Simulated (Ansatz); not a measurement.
# How far is PAW off for CaO?

```xyz
2
Lattice="0.0000 2.6218 2.6218 2.6218 0.0000 2.6218 2.6218 2.6218 0.0000" Properties=species:S:1:pos:R:3 pbc="T T T"
Ca    0.0000    0.0000    0.0000
O     1.3109    1.3109    1.3109
```

Atom numbers follow the list: Ca1, O2.

The structure comes from a relaxation in the same program, started in the zincblende type, and has space group F-43m. Whether it is a known phase or the ground state wasn't checked.

All numbers are computed: DFT, PBE, PAW with Ansatz's default frozen-core files, scalar-relativistic (Ansatz 0.2.0); DFT, PBE, all-electron PAW with datasets made for the crystal, scalar-relativistic (Ansatz 0.2.0); DFT, PBE, all-electron LAPW, scalar-relativistic (Ansatz 0.2.0).

For PAW: a Γ-centred 11×11×11 k mesh, Fermi–Dirac smearing of 0.05 eV, cutoff 420 eV, no spin polarisation. The crystal-made all-electron datasets (AE datasets) take a cutoff of 300 eV at this cell. LAPW targets a basis error of 0.25 meV/atom. The Ansatz runs share mesh, smearing and spin set-up. Plane-wave (PAW) pressures include the program's estimate of the Pulay term.

Stress and pressure are positive in compression.

Levels count from the top of the valence band.

```
                      quantity     PAW  AE datasets    LAPW
                pressure (GPa)    0.00         0.00    0.00
                 band gap (eV)   3.274        3.274   3.274
highest filled level at W (eV)   0.000        0.000   0.000
  lowest empty level at W (eV)   4.941        4.940   4.940
highest filled level at Γ (eV)  -0.589       -0.589  -0.589
  lowest empty level at Γ (eV)   3.274        3.274   3.274
highest filled level at L (eV)  -0.341       -0.340  -0.340
  lowest empty level at L (eV)   6.085        6.086   6.086
```
